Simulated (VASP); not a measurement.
A run of VASP 6.6.1:

The input INCAR:

```
PREC = Accurate
ENCUT = 600
EDIFF = 1E-8
ISMEAR = 0
SIGMA = 0.03
LREAL = F
LASPH = T
NELM = 80
ALGO = Normal
ISIF = 2
LWAVE = F
LCHARG = F
GGA = PE
LEPSILON = T
KPAR = 2
```

Contents of KPOINTS:

```
regular mesh
0
Monkhorst-Pack
  8 8 14
```

The input POSCAR:

```
SiO2                                    
1.0
    4.2308307751      0.0000000000      0.0000000000
    0.0000000000      4.2308307751      0.0000000000
    0.0000000000      0.0000000000      2.6927200818
  Si              O             
     2     4
Direct
     0.0000000000000000    0.0000000000000000    0.0000000000000000
     0.5000000000000000    0.5000000000000000    0.5000000000000000
     0.3067553678318191    0.3067553678318191    0.0000000000000000
     0.1932446321681809    0.8067553678318191    0.5000000000000000
     0.6932446321681809    0.6932446321681809    0.0000000000000000
     0.8067553678318191    0.1932446321681809    0.5000000000000000
```

Potentials or basis: VASP PAW PBE potentials, release 64 (Si, O).

Run with:

```sh
$ cat potpaw_PBE.64/Si/POTCAR potpaw_PBE.64/O/POTCAR > POTCAR
$ mpirun -np 2 vasp_std > vasp.out
```

Hardware: 2 MPI ranks on Intel(R) Xeon(R) Platinum 8259CL CPU @ 2.50GHz (Skylake/Cascade Lake), with other jobs on the host.

How long does it take, and how much memory?

Wall time 5 min on 2 MPI ranks on Intel(R) Xeon(R) Platinum 8259CL CPU @ 2.50GHz (Skylake/Cascade Lake), with other jobs on the host, peak memory 0.46 GiB a rank. Counts: scf iterations 115, k points 70.
